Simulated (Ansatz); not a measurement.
Crystal: CdS (Hawleyite).

```
Cd S
1.0
     0.00000    2.91650    2.91650
     2.91650    0.00000    2.91650
     2.91650    2.91650    0.00000
Cd S
1 1
Direct
  0.00000 0.00000 0.00000
  0.75000 0.75000 0.75000
```

| Item | Value |
| --- | --- |
| Program | Ansatz 0.2.0 |
| Task | relaxation of cell and atoms |
| Functional | PBEsol |
| Dispersion | D3(BJ) |
| Potentials or basis | all-electron LAPW, scalar-relativistic |
| Basis error allowed | 0.001 eV/atom |
| k mesh | 8 × 8 × 8 |
| Occupations | fermi-dirac, width 0.05 eV |
| Spin | no spin polarisation |

At the start: volume 24.81 Å³/atom.

Problem. How do energy, volume and symmetry change on relaxing?

Solution. Over 3 steps the energy falls by 5.1 meV/atom and the volume is 24.02 Å³/atom (-3.2 %); space group F-43m (No. 216, to 0.05 Å).

Step by step:
```tsv
step	energy change (eV)	largest force (eV/Å)	volume (Å³)
1	0.0000	0.0000	49.62
2	-0.0103	0.0000	48.04
3	-0.0103	0.0000	48.04
```

Final structure:
```cif
data_structure
_symmetry_space_group_name_H-M 'P 1'
_symmetry_Int_Tables_number 1
_cell_length_a 4.0804
_cell_length_b 4.0804
_cell_length_c 4.0804
_cell_angle_alpha 60.000
_cell_angle_beta 60.000
_cell_angle_gamma 60.000
_cell_volume 48.04
loop_
_atom_site_label
_atom_site_type_symbol
_atom_site_fract_x
_atom_site_fract_y
_atom_site_fract_z
_atom_site_occupancy
Cd1 Cd 0.00000 0.00000 0.00000 1
S1 S 0.75000 0.75000 0.75000 1
```
